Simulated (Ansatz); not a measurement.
Born–Oppenheimer molecular dynamics of a periodic cell of 16 atoms, Si (start crystal Si, start structure diamond, volume 1.1 times the crystal's). It goes on from the last frame of an earlier run, with new velocities.

Computed with Ansatz 0.2.0, DFT PBE, scalar-relativistic, plane waves, PAW. Settings: accuracy low, cutoff 420 eV, k mesh 2x2x2, fermi-dirac smearing 0.3 eV, no spin polarisation.

```
ensemble             : NVT, Langevin thermostat
time step            : 1.5 fs
steps asked          : 140
set temperature      : 2800 K
friction             : 0.02 /fs
temperature schedule : 105 steps to 300 K, then 35 steps to 300 K
seed                 : 226095
```

First frame:

```xyz
16
Lattice="0.0000 5.6053 5.6053 5.6053 0.0000 5.6053 5.6053 5.6053 0.0000" Properties=species:S:1:pos:R:3
Si -0.099 0.208 0.242
Si 1.833 1.221 1.280
Si 3.027 2.488 -0.029
Si 4.076 4.356 1.171
Si 2.768 -0.461 2.394
Si 3.902 1.339 4.267
Si 5.145 2.706 3.022
Si 7.210 3.571 4.130
Si 0.250 3.085 2.015
Si 1.344 4.404 4.983
Si 2.989 5.336 2.998
Si 5.160 7.203 4.063
Si 2.041 2.235 5.278
Si 3.479 4.030 6.200
Si 5.721 5.037 5.254
Si 7.054 6.009 7.289
```

Q: What does the run give?

A: All steps were run.

```yaml
steps_done: 140
time_covered: 210 fs
mean_temperature_over_the_second_half: 889 K
spread_of_the_potential_energy_over_the_second_half: 40.6 meV per atom
mean_potential_energy_of_the_second_half_above_the_start: -123.3 meV per atom
```

The schedule's set-point averaged 511 K over the second half and the system 889 K, so it lags behind the ramp. A run of 0.21 ps of so small a system gives no equilibrium averages. Limits of this set-up: coarse k mesh, low accuracy level.

Q: What happens to the structure?

A: Mean squared displacements from the first frame to the last, about the centre of mass: Si 0.94 Å². This is one draw of velocities; another would differ in detail.

Q: How do temperature and energy run in time?

A: 
```json
{"time (fs)": "0.0", "T (K)": "2625", "potential energy less start (eV)": "0.000"}
{"time (fs)": "16.5", "T (K)": "2716", "potential energy less start (eV)": "-0.362"}
{"time (fs)": "33.0", "T (K)": "2653", "potential energy less start (eV)": "0.102"}
{"time (fs)": "49.5", "T (K)": "1883", "potential energy less start (eV)": "0.409"}
{"time (fs)": "66.0", "T (K)": "2029", "potential energy less start (eV)": "-0.471"}
{"time (fs)": "82.5", "T (K)": "1363", "potential energy less start (eV)": "-0.419"}
{"time (fs)": "99.0", "T (K)": "1722", "potential energy less start (eV)": "-0.801"}
{"time (fs)": "115.5", "T (K)": "1388", "potential energy less start (eV)": "-0.839"}
{"time (fs)": "132.0", "T (K)": "1209", "potential energy less start (eV)": "-1.722"}
{"time (fs)": "148.5", "T (K)": "864", "potential energy less start (eV)": "-1.935"}
{"time (fs)": "165.0", "T (K)": "739", "potential energy less start (eV)": "-2.243"}
{"time (fs)": "181.5", "T (K)": "576", "potential energy less start (eV)": "-2.318"}
{"time (fs)": "198.0", "T (K)": "651", "potential energy less start (eV)": "-2.761"}
```

Time of the run: 12 min on 1 thread of Arm Neoverse V2, on a shared host, peak memory 0.69 GiB.
